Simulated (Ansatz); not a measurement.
# Si8S: the cost of one run

Computed with Ansatz 0.2.0 (DFT PBE+D3(BJ), scalar-relativistic, plane waves, PAW, unless a step's input says otherwise).

3 further runs of the same task are left out: 3 set aside as unsound or not needed. Runs told in other sessions of the task aren't counted.

**1. The structure to begin with**

Symmetry: P1, No. 1, triclinic system. Conventional cell: a = 3.816 Å, b = 6.313 Å, c = 21.232 Å, α = 90.00°, β = 90.00°, γ = 90.00°. Si (site symmetry 1) has 3 Si at 2.34 to 2.36 Å in its first shell of neighbours. Around Si (site symmetry 1) lie 4 Si at 2.34 to 2.36 Å. Si (site symmetry 1) is surrounded by 4 Si at 2.29 to 2.36 Å. Si (site symmetry 1) has 3 Si at 2.23 to 2.29 Å and 1 S at 2.29 Å in its first shell of neighbours. Si (site symmetry 1) is surrounded by 3 Si at 2.23 to 2.29 Å. Only part of the 9 independent sites is listed.

As a file:

```
Si S
1.0
     3.81552    0.00000    0.00000
     0.00000    6.31294    0.00000
     0.00000    0.00000   21.23187
Si S
8 1
Direct
  0.00000 0.93690 0.18840
  0.00000 0.56310 0.18840
  0.50000 0.43690 0.24027
  0.50000 0.06310 0.24027
  0.50000 0.93327 0.34466
  0.50000 0.56673 0.34466
  0.00000 0.42663 0.38771
  0.00000 0.07337 0.38771
  0.16667 0.42663 0.49133
```

This is the geometry of the first run shown, built on a cell relaxed beforehand with the same method.

**2. Plan of the line**

Atoms count from 1 in the order of the input.

S is moved over the surface cell at a fixed height above a rigid substrate; the origin of the map has the adsorbate above Si7; the height is held at 2.20 Å.

First coordinate, position of S9 along the first surface vector, from above Si7: 6 values from 0.000 to 0.833, periodic. Second coordinate, position of S9 along the second surface vector, from above Si7: 6 values from 0.000 to 0.833, periodic.

Nothing else is relaxed. Points are written as (first, second).

The two vectors of the plane (Å): (3.816, 0.000, 0.000); (0.000, 6.313, 0.000).

**3. The run at (1/6, 0/6) of the map's two axes**

A dipole layer in the vacuum cancels the field that periodic copies would set up if the slab's two faces differ.

File input.yaml:

```yaml
crystal:
  lattice:
    - [3.8155170197, 0.0, 0.0]
    - [0.0, 6.3129357895, 0.0]
    - [0.0, 0.0, 21.2318711397]
  atoms:
    - { symbol: Si, position: [0.0, 0.9369021388, 0.1883960191] }
    - { symbol: Si, position: [0.0, 0.5630978612, 0.1883960191] }
    - { symbol: Si, position: [0.5, 0.4369021388, 0.2402729771] }
    - { symbol: Si, position: [0.5, 0.0630978612, 0.2402729771] }
    - { symbol: Si, position: [0.5, 0.9332664454, 0.3446595292] }
    - { symbol: Si, position: [0.5, 0.5667335546, 0.3446595292] }
    - { symbol: Si, position: [0.0, 0.4266292815, 0.387712938] }
    - { symbol: Si, position: [0.0, 0.0733707185, 0.387712938] }
    - { symbol: S, position: [0.1666666667, 0.4266292815, 0.4913307485], spin: 2.0 }
basis:
  ecutwfc: 420
kpoints:
  mp_grid: { grid: [7, 4, 1] }
hamiltonian:
  xc: pbe
  pseudopotentials: { kind: paw, azcp: { folder: soft_1 } }
  dispersion: d3bj
scf:
  occupations: { method: gaussian, width: 0.05 }
output:
  forces: true
  eigenvalues: true
  populations: true
magnetization:
  spin_polarized: true
efield:
  axis: 3
  dipole_correction: true
  ramp_width: 0.04
```

Command:

```sh
$ ansatz run input.yaml --threads 1 --pin off --max-ram 3072MiB --backend cpu --events-out ev --progress --plain --runs-dir out
```

**Question.** How long does this run take on 1 thread of Arm Neoverse V2, shared host, and how much memory does it need?

About 94 s, with a peak of 0.74 GiB.
